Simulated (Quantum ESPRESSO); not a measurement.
# NbAs (I4_1md) in Quantum ESPRESSO: equation of state

Aim: energy against volume of NbAs in PBEsol, for its equilibrium volume and stiffness.

Everything below comes from runs of Quantum ESPRESSO 7.5. Logs are shortened: lines on timing, memory, paths and dates and some standing lists are left out, and cuts for length are marked.

## 1. Starting point

It takes space group I4_1md (No. 109, tetragonal). The conventional cell has a = 3.452 Å, b = 3.452 Å, c = 11.680 Å, α = 90.00°, β = 90.00°, γ = 90.00°. Around Nb (site symmetry 2mm) lie 6 As at 2.60 to 2.63 Å. As (site symmetry 2mm) is surrounded by 6 Nb at 2.60 to 2.63 Å.

## 2. Single point, PBEsol, 16.35 Å³/atom

pw.in reads:

```
&CONTROL
  calculation = 'scf'
  prefix = 'pwscf'
  outdir = './tmp'
  pseudo_dir = './pseudo'
  tstress = .true.
  disk_io = 'nowf'
/
&SYSTEM
  ibrav = 0
  nat = 4
  ntyp = 2
  ecutwfc = 45
  ecutrho = 360
  nbnd = 26
  occupations = 'smearing'
  smearing = 'fd'
  degauss = 0.00367493
/
&ELECTRONS
  conv_thr = 8d-10
  electron_maxstep = 120
  mixing_beta = 0.5
/
ATOMIC_SPECIES
Nb    92.9064 nb_pbesol_v1.uspp.F.UPF
As    74.9216 as_pbesol_v1.uspp.F.UPF
CELL_PARAMETERS angstrom
  -1.6906186857    1.6906186857    5.7207828749
   1.6906186857   -1.6906186857    5.7207828749
   1.6906186857    1.6906186857   -5.7207828749
ATOMIC_POSITIONS crystal
Nb     0.5000000000    0.0000000000    0.5000000000
Nb     0.7500000000    0.7500000000    0.0000000000
As     0.9160000000    0.4160000000    0.5000000000
As     0.1660000000    0.1660000000    0.0000000000
K_POINTS automatic
11 11 11 0 0 0
```

Potentials or basis: GBRV 1.5 PBEsol.

Launch:

```sh
$ OMP_NUM_THREADS=1 mpirun -n 2 pw.x -nk 2 -in pw.in > pw.out
```

pw.out:

```text
This program is part of the open-source Quantum ESPRESSO suite
     for quantum simulation of materials; please cite
[... 13 lines left out ...]
     --------------------
     sticks:   dense  smooth     PW     G-vecs:    dense   smooth      PW
     Sum        2811    1393    457                50985    18003    3379

     Using Slab Decomposition

     bravais-lattice index     =            0
     lattice parameter (alat)  =      11.7169  a.u.
     unit-cell volume          =     441.3706 (a.u.)^3
     number of atoms/cell      =            4
     number of atomic types    =            2
     number of electrons       =        36.00
     number of Kohn-Sham states=           26
     kinetic-energy cutoff     =      45.0000  Ry
     charge density cutoff     =     360.0000  Ry
     scf convergence threshold =      8.0E-10
     mixing beta               =       0.5000
     number of iterations used =            8  plain     mixing
     Exchange-correlation= SLA  PW   PSX  PSC
                           (   1   4  10   8   0   0   0)

     celldm(1)=  11.716872  celldm(2)=   0.000000  celldm(3)=   0.000000
     celldm(4)=   0.000000  celldm(5)=   0.000000  celldm(6)=   0.000000

     crystal axes: (cart. coord. in units of alat)
               a(1) = (  -0.272667   0.272667   0.922662 )
               a(2) = (   0.272667  -0.272667   0.922662 )
               a(3) = (   0.272667   0.272667  -0.922662 )

     reciprocal axes: (cart. coord. in units 2 pi/alat)
               b(1) = ( -0.000000  1.833737  0.541910 )
               b(2) = (  1.833737 -0.000000  0.541910 )
               b(3) = (  1.833737  1.833737  0.000000 )

     PseudoPot. # 1 for Nb read from file:
     nb_pbesol_v1.uspp.F.UPF
     Pseudo is Ultrasoft + core correction, Zval = 13.0
     Generated by new atomic code, or converted to UPF format
     Using radial grid of  887 points,  6 beta functions with:
                l(1) =   0
                l(2) =   0
                l(3) =   1
                l(4) =   1
                l(5) =   2
                l(6) =   2
     Q(r) pseudized with  6 coefficients,  rinner =    1.000   1.000   1.000
                                                       1.000   1.000

     PseudoPot. # 2 for As read from file:
     as_pbesol_v1.uspp.F.UPF
     Pseudo is Ultrasoft + core correction, Zval =  5.0
     Generated by new atomic code, or converted to UPF format
     Using radial grid of  875 points,  6 beta functions with:
                l(1) =   0
                l(2) =   0
                l(3) =   1
                l(4) =   1
                l(5) =   2
                l(6) =   2
     Q(r) pseudized with  8 coefficients,  rinner =    1.300   1.300   1.300
                                                       1.300   1.300

     atomic species   valence    mass     pseudopotential
     Nb               13.00    92.90640     Nb( 1.00)
     As                5.00    74.92160     As( 1.00)

      8 Sym. Ops. (no inversion) found ( 4 have fractional translation)

   Cartesian axes

     site n.     atom                  positions (alat units)
         1        Nb     tau(   1) = (   0.0000000   0.2726672   0.0000000  )
         2        Nb     tau(   2) = (  -0.0000000   0.0000000   1.3839931  )
         3        As     tau(   3) = (  -0.0000000   0.2726672   0.7676548  )
         4        As     tau(   4) = (   0.0000000  -0.0000000   0.3063238  )

     number of k points=   126  Fermi-Dirac smearing, width (Ry)=  0.0037

     Number of k-points >= 100: set verbosity='high' to print them.

     Dense  grid:    50985 G-vectors     FFT dimensions: (  72,  72,  72)

     Smooth grid:    18003 G-vectors     FFT dimensions: (  60,  60,  54)

     Initial potential from superposition of free atoms

     starting charge      35.9946, renormalised to      36.0000
     Starting wfcs are   34 randomized atomic wfcs

     Self-consistent Calculation

     iteration #  1     ecut=    45.00 Ry     beta= 0.50
     Davidson diagonalization with overlap
     ethr =  1.00E-02,  avg # of iterations =  2.2

     total energy              =    -315.90032028 Ry
     estimated scf accuracy    <       0.39447364 Ry

     iteration #  2     ecut=    45.00 Ry     beta= 0.50
     Davidson diagonalization with overlap
     ethr =  1.10E-03,  avg # of iterations =  2.0

     total energy              =    -316.00847248 Ry
     estimated scf accuracy    <       0.10309614 Ry

     iteration #  3     ecut=    45.00 Ry     beta= 0.50
     Davidson diagonalization with overlap
     ethr =  2.86E-04,  avg # of iterations =  2.0

     total energy              =    -316.02774804 Ry
     estimated scf accuracy    <       0.00397827 Ry

     iteration #  4     ecut=    45.00 Ry     beta= 0.50
     Davidson diagonalization with overlap
     ethr =  1.11E-05,  avg # of iterations =  4.9

     total energy              =    -316.02822675 Ry
     estimated scf accuracy    <       0.00012559 Ry

     iteration #  5     ecut=    45.00 Ry     beta= 0.50
     Davidson diagonalization with overlap
     ethr =  3.49E-07,  avg # of iterations =  3.7

     total energy              =    -316.02827207 Ry
     estimated scf accuracy    <       0.00000210 Ry

     iteration #  6     ecut=    45.00 Ry     beta= 0.50
     Davidson diagonalization with overlap
     ethr =  5.82E-09,  avg # of iterations =  6.6

     total energy              =    -316.02827791 Ry
     estimated scf accuracy    <       0.00000033 Ry

     iteration #  7     ecut=    45.00 Ry     beta= 0.50
     Davidson diagonalization with overlap
     ethr =  9.17E-10,  avg # of iterations =  2.1

     total energy              =    -316.02827795 Ry
     estimated scf accuracy    <       0.00000001 Ry

     iteration #  8     ecut=    45.00 Ry     beta= 0.50
     Davidson diagonalization with overlap
     ethr =  2.87E-11,  avg # of iterations =  5.0

     End of self-consistent calculation

     Number of k-points >= 100: set verbosity='high' to print the bands.

     the Fermi energy is    15.4357 ev

!    total energy              =    -316.02827796 Ry
     estimated scf accuracy    <          7.7E-10 Ry
     smearing contrib. (-TS)   =      -0.00043065 Ry
     internal energy E=F+TS    =    -316.02784731 Ry

     The total energy is F=E-TS. E is the sum of the following terms:
     one-electron contribution =     -42.32156417 Ry
     hartree contribution      =      40.31200374 Ry
     xc contribution           =     -99.75963958 Ry
     ewald contribution        =    -214.25864729 Ry

     convergence has been achieved in   8 iterations

     Computing stress (Cartesian axis) and pressure

          total   stress  (Ry/bohr**3)                   (kbar)     P=      102.26
   0.00070658   0.00000000   0.00000000          103.94        0.00        0.00
   0.00000000   0.00070658   0.00000000            0.00      103.94        0.00
   0.00000000  -0.00000000   0.00067227            0.00       -0.00       98.89

=------------------------------------------------------------------------------=
   JOB DONE.
=------------------------------------------------------------------------------=
```

It took 2.6 min on 2 MPI ranks of Arm Neoverse V2, shared host; peak memory 0.42 GiB.

What came out:

```yaml
Free_energy: -4299.7838 eV
Pressure: 10.2 GPa
Band_gap_on_the_k_mesh: 0.03 eV, indirect (least direct gap 0.09 eV)
```

Caveat: an odd mesh through Γ misses points on the zone boundary, where band edges often lie.

## 3. Single point, PBEsol, 16.70 Å³/atom

pw.in: that of step 2 with these lines changed.

```diff
@@ -28,5 +28,5 @@
 CELL_PARAMETERS angstrom
-  -1.6906186857    1.6906186857    5.7207828749
-   1.6906186857   -1.6906186857    5.7207828749
-   1.6906186857    1.6906186857   -5.7207828749
+  -1.7025248434    1.7025248434    5.7610714056
+   1.7025248434   -1.7025248434    5.7610714056
+   1.7025248434    1.7025248434   -5.7610714056
 ATOMIC_POSITIONS crystal
```

Potentials or basis: GBRV 1.5 PBEsol.

Launch:

```sh
$ OMP_NUM_THREADS=1 mpirun -n 2 pw.x -nk 2 -in pw.in > pw.out
```

pw.out:

```text
This program is part of the open-source Quantum ESPRESSO suite
     for quantum simulation of materials; please cite
[... 13 lines left out ...]
     --------------------
     sticks:   dense  smooth     PW     G-vecs:    dense   smooth      PW
     Sum        2843    1425    465                52017    18419    3419

     Using Slab Decomposition

     bravais-lattice index     =            0
     lattice parameter (alat)  =      11.7994  a.u.
     unit-cell volume          =     450.7614 (a.u.)^3
     number of atoms/cell      =            4
     number of atomic types    =            2
     number of electrons       =        36.00
     number of Kohn-Sham states=           26
     kinetic-energy cutoff     =      45.0000  Ry
     charge density cutoff     =     360.0000  Ry
     scf convergence threshold =      8.0E-10
     mixing beta               =       0.5000
     number of iterations used =            8  plain     mixing
[... 65 lines left out ...]

     Initial potential from superposition of free atoms

     starting charge      35.9946, renormalised to      36.0000
     Starting wfcs are   34 randomized atomic wfcs

     Self-consistent Calculation

     iteration #  1     ecut=    45.00 Ry     beta= 0.50
     Davidson diagonalization with overlap
     ethr =  1.00E-02,  avg # of iterations =  2.1

     total energy              =    -315.89772534 Ry
     estimated scf accuracy    <       0.41374707 Ry
[... 50 lines left out ...]
     iteration #  9     ecut=    45.00 Ry     beta= 0.50
     Davidson diagonalization with overlap
     ethr =  2.54E-12,  avg # of iterations =  3.4

     End of self-consistent calculation

     Number of k-points >= 100: set verbosity='high' to print the bands.

     the Fermi energy is    15.0508 ev

!    total energy              =    -316.03346375 Ry
     estimated scf accuracy    <          5.1E-11 Ry
     smearing contrib. (-TS)   =      -0.00043607 Ry
     internal energy E=F+TS    =    -316.03302769 Ry

     The total energy is F=E-TS. E is the sum of the following terms:
     one-electron contribution =     -44.41524038 Ry
     hartree contribution      =      40.80735188 Ry
     xc contribution           =     -99.66485314 Ry
     ewald contribution        =    -212.76028605 Ry

     convergence has been achieved in   9 iterations

     Computing stress (Cartesian axis) and pressure

          total   stress  (Ry/bohr**3)                   (kbar)     P=       57.17
   0.00038821  -0.00000000  -0.00000000           57.11       -0.00       -0.00
   0.00000000   0.00038821  -0.00000000            0.00       57.11       -0.00
  -0.00000000  -0.00000000   0.00038942           -0.00       -0.00       57.29

=------------------------------------------------------------------------------=
   JOB DONE.
=------------------------------------------------------------------------------=
```

Run time: 2.8 min. Hardware: 2 MPI ranks of Arm Neoverse V2, shared host; peak memory 0.44 GiB.

Results:

```
Free energy            : -4299.8543 eV
Pressure               : 5.7 GPa
Band gap on the k mesh : 0.03 eV, indirect (least direct gap 0.09 eV)
```

Caveat: an odd mesh through Γ misses points on the zone boundary, where band edges often lie.

## 4. Single point, PBEsol, 17.05 Å³/atom

pw.in: that of step 3 with these lines changed.

```diff
@@ -28,5 +28,5 @@
 CELL_PARAMETERS angstrom
-  -1.7025248434    1.7025248434    5.7610714056
-   1.7025248434   -1.7025248434    5.7610714056
-   1.7025248434    1.7025248434   -5.7610714056
+  -1.7142667651    1.7142667651    5.8008041881
+   1.7142667651   -1.7142667651    5.8008041881
+   1.7142667651    1.7142667651   -5.8008041881
 ATOMIC_POSITIONS crystal
```

Launch:

```sh
$ OMP_NUM_THREADS=1 mpirun -n 2 pw.x -nk 2 -in pw.in > pw.out
```

Run time: 2.9 min. Hardware: 2 MPI ranks of Arm Neoverse V2, shared host; peak memory 0.44 GiB.

The run converged. Its results:

| Item | Value |
| --- | --- |
| Free energy | -4299.8877 eV |
| Pressure | 1.7 GPa |
| Band gap on the k mesh | 0.03 eV, indirect (least direct gap 0.09 eV) |

Caveat: an odd mesh through Γ misses points on the zone boundary, where band edges often lie.

## 5. Single point, PBEsol, 17.39 Å³/atom

pw.in: that of step 4 with these lines changed.

```diff
@@ -28,5 +28,5 @@
 CELL_PARAMETERS angstrom
-  -1.7142667651    1.7142667651    5.8008041881
-   1.7142667651   -1.7142667651    5.8008041881
-   1.7142667651    1.7142667651   -5.8008041881
+  -1.7258500000    1.7258500000    5.8400000000
+   1.7258500000   -1.7258500000    5.8400000000
+   1.7258500000    1.7258500000   -5.8400000000
 ATOMIC_POSITIONS crystal
```

Launch:

```sh
$ OMP_NUM_THREADS=1 mpirun -n 2 pw.x -nk 2 -in pw.in > pw.out
```

Run time: 3.2 min. Hardware: 2 MPI ranks of Arm Neoverse V2, shared host; peak memory 0.46 GiB.

The run converged. Its results:

* Free energy: -4299.8879 eV
* Pressure: -1.9 GPa
* Band gap on the k mesh: none (metal or under the smearing width)

## 6. Single point, PBEsol, 17.74 Å³/atom

pw.in: that of step 5 with these lines changed.

```diff
@@ -28,5 +28,5 @@
 CELL_PARAMETERS angstrom
-  -1.7258500000    1.7258500000    5.8400000000
-   1.7258500000   -1.7258500000    5.8400000000
-   1.7258500000    1.7258500000   -5.8400000000
+  -1.7372798033    1.7372798033    5.8786766238
+   1.7372798033   -1.7372798033    5.8786766238
+   1.7372798033    1.7372798033   -5.8786766238
 ATOMIC_POSITIONS crystal
```

Potentials or basis: GBRV 1.5 PBEsol.

Launch:

```sh
$ OMP_NUM_THREADS=1 mpirun -n 2 pw.x -nk 2 -in pw.in > pw.out
```

Wall time 3.2 min (2 MPI ranks of Arm Neoverse V2, shared host); peak memory 0.48 GiB.

Results (log left out):

- Free energy: -4299.8582 eV
- Pressure: -5.2 GPa
- Band gap on the k mesh: none (metal or under the smearing width)

## 7. Single point, PBEsol, 18.09 Å³/atom

pw.in: that of step 6 with these lines changed.

```diff
@@ -28,5 +28,5 @@
 CELL_PARAMETERS angstrom
-  -1.7372798033    1.7372798033    5.8786766238
-   1.7372798033   -1.7372798033    5.8786766238
-   1.7372798033    1.7372798033   -5.8786766238
+  -1.7485611571    1.7485611571    5.9168509183
+   1.7485611571   -1.7485611571    5.9168509183
+   1.7485611571    1.7485611571   -5.9168509183
 ATOMIC_POSITIONS crystal
```

Launch:

```sh
$ OMP_NUM_THREADS=1 mpirun -n 2 pw.x -nk 2 -in pw.in > pw.out
```

It took 3 min on 2 MPI ranks of Arm Neoverse V2, shared host; peak memory 0.48 GiB.

The run converged. Its results:

| Item | Value |
| --- | --- |
| Free energy | -4299.8018 eV |
| Pressure | -8.1 GPa |
| Band gap on the k mesh | none (metal or under the smearing width) |

## 8. Single point, PBEsol, 18.44 Å³/atom

pw.in: that of step 7 with these lines changed.

```diff
@@ -28,5 +28,5 @@
 CELL_PARAMETERS angstrom
-  -1.7485611571    1.7485611571    5.9168509183
-   1.7485611571   -1.7485611571    5.9168509183
-   1.7485611571    1.7485611571   -5.9168509183
+  -1.7596987896    1.7596987896    5.9545388829
+   1.7596987896   -1.7596987896    5.9545388829
+   1.7596987896    1.7596987896   -5.9545388829
 ATOMIC_POSITIONS crystal
```

Launch:

```sh
$ OMP_NUM_THREADS=1 mpirun -n 2 pw.x -nk 2 -in pw.in > pw.out
```

Run time: 2.7 min. Hardware: 2 MPI ranks of Arm Neoverse V2, shared host; peak memory 0.48 GiB.

The run converged. Its results:

| Quantity | Value |
| --- | --- |
| Free energy | -4299.7215 eV |
| Pressure | -10.7 GPa |
| Band gap on the k mesh | none (metal or under the smearing width) |

## 9. Equation of state, PBEsol

Potentials or basis: GBRV 1.5 PBEsol.

This step only gathers the single runs of the series.

What came out:

* Equilibrium volume: 17.22 Å³/atom
* Bulk modulus at fixed shape and positions: 179 GPa
* Pressure derivative of the bulk modulus: 4.4

Energy against volume, from the lowest point:
| volume (Å³/atom) | energy (meV/atom) |
| --- | --- |
| 16.351 | 26.02 |
| 16.699 | 8.39 |
| 17.047 | 0.04 |
| 17.395 | 0.00 |
| 17.743 | 7.41 |
| 18.091 | 21.51 |
| 18.438 | 41.59 |

Caveat: the cell was scaled at fixed shape and fractional positions, which overstates the stiffness of a crystal with free parameters, most of all of layers and chains.
